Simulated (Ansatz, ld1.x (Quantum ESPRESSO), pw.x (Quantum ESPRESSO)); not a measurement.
Equation-of-state test of one RRKJ potential (oxygen)

ld1.x (Quantum ESPRESSO) 7.5 input, shortened:

```
&input
   title='O', zed=8., rel=1, dft='PBE', iswitch=3,
   config='[He] 2s2 2p4'
 /
 &inputp
   pseudotype=2, tm=.false., rho0=0.01, lloc=-2, rcloc=1.50,
   nlcc=.false.
 /
2
2S  1  0   2.00   0.00  0.95  0.95  0.0
2P  2  1   4.00   0.00  1.90  1.90  0.0
 &test
   configts(1)='2s2 2p4'
 /
```

Atomic tests: cutoffs needed: 110 Ry and 140 Ry (the cutoffs (Ry, on a coarse ladder) from which the occupation-weighted sum of valence levels, in a spherical-Bessel basis at the reference potential, stays within 10 and 1 mRy of its value at 400 Ry); ghost test: no extra level below or beside the all-electron valence levels (s, p, d, f tested) (spherical-Bessel basis up to 400 Ry, 20 bohr box); configuration tests: 1 of 7 tests not solved or not reliable.

Crystal test: fcc O in pw.x 7.5, no spin, 18³ k-points, Fermi–Dirac smearing 0.01 Ry, cutoffs 170/680 Ry. The reference is all-electron LAPW (Ansatz 0.2.0) with the same functional, mesh and smearing; V0 and B0 come from Birch–Murnaghan fits to the pressures at five volumes. Errors are pseudo minus all-electron; Δ is the rms difference of the E(V) curves that follow from these fits, minima aligned, over ±6 % about the mean V0. Mesh and smearing are coarse, so the numbers serve the comparison and aren't converged zero-temperature values; the lattice is a test structure that the element need not adopt. Spin polarisation is left out.

| V (Å³/atom) | P all-electron (GPa) | P pseudo (GPa) |
| --- | --- | --- |
| 7.639 | 8.07 | 13.56 |
| 7.840 | 3.82 | 8.79 |
| 8.041 | 0.14 | 4.66 |
| 8.242 | -3.03 | 1.07 |
| 8.443 | -5.77 | -2.02 |

All-electron: a0 = 3.181 Å (V0 = 8.05 Å³/atom), B0 = 135.7 GPa.

Pseudopotential: mean pressure error (GPa): +4.57; a0 (Å): 3.215; a0 error (%): +1.06; B0 error (%): -3.3; Δ (meV/atom): 7.6. This is a poor potential for the solid. Atomic configuration tests: 1 of 7 tests not solved or not reliable.

**Question.** At the middle volume, how do free energy and pressure move when the wave cutoff is lowered (ecutrho kept at four times it)?

**Answer.**

```json
{"cutoff (Ry)": "76", "shift of F (meV/atom)": "+809.9", "shift of P (GPa)": "-44.29"}
{"cutoff (Ry)": "102", "shift of F (meV/atom)": "+164.6", "shift of P (GPa)": "-15.11"}
{"cutoff (Ry)": "136", "shift of F (meV/atom)": "+9.9", "shift of P (GPa)": "-1.78"}
```

Input at the middle volume:

```
&control
  calculation='scf', prefix='x', pseudo_dir='./', outdir='./tmp', tstress=.true., disk_io='none'
/
&system
  ibrav=0, nat=1, ntyp=1, ecutwfc=170, ecutrho=680, nbnd=10,
  occupations='smearing', smearing='fd', degauss=0.01
/
&electrons
  conv_thr=1e-09, mixing_beta=0.4, electron_maxstep=70
/
ATOMIC_SPECIES
O 1.0 O.UPF
CELL_PARAMETERS angstrom
  0.00000000 1.59010824 1.59010824
  1.59010824 0.00000000 1.59010824
  1.59010824 1.59010824 0.00000000
ATOMIC_POSITIONS crystal
O 0.0000 0.0000 0.0000
K_POINTS automatic
18 18 18 0 0 0
```

```bash
pw.x < O.scf.in > O.scf.out
```

Lines of the output:

```
Message from routine setup:
     using ibrav=0 with symmetry is DISCOURAGED, use correct ibrav instead
     lattice parameter (alat)  =       4.2495  a.u.
     unit-cell volume          =      54.2634 (a.u.)^3
     number of electrons       =         6.00
     number of Kohn-Sham states=           10
     kinetic-energy cutoff     =     170.0000  Ry
     charge density cutoff     =     680.0000  Ry
     scf convergence threshold =      1.0E-09
     Exchange-correlation= PBE
     number of k points=   195  Fermi-Dirac smearing, width (Ry)=  0.0100
     iteration #  1     ecut=   170.00 Ry     beta= 0.40
     total energy              =     -30.85022349 Ry
     estimated scf accuracy    <       0.00003545 Ry
     iteration #  2     ecut=   170.00 Ry     beta= 0.40
     total energy              =     -30.85024026 Ry
     estimated scf accuracy    <       0.00001008 Ry
     iteration #  3     ecut=   170.00 Ry     beta= 0.40
     total energy              =     -30.85024302 Ry
     estimated scf accuracy    <       0.00000063 Ry
     iteration #  4     ecut=   170.00 Ry     beta= 0.40
     the Fermi energy is     5.1695 ev
!    total energy              =     -30.85024318 Ry
     estimated scf accuracy    <          6.5E-10 Ry
     smearing contrib. (-TS)   =      -0.00552083 Ry
     The total energy is F=E-TS. E is the sum of the following terms:
     one-electron contribution =      -1.18489823 Ry
     hartree contribution      =       4.30307566 Ry
     xc contribution           =      -6.49830313 Ry
     ewald contribution        =     -27.46459665 Ry
     convergence has been achieved in   4 iterations
          total   stress  (Ry/bohr**3)                   (kbar)     P=       46.62
     Message from routine punch:
     Nothing written, as per user request (disk_io='none')
```

The run at the middle volume (195 k-points, 4 iterations) took about 31 s on one core of a shared host (Neoverse-V1, 32 threads, 247 GiB, load 38).
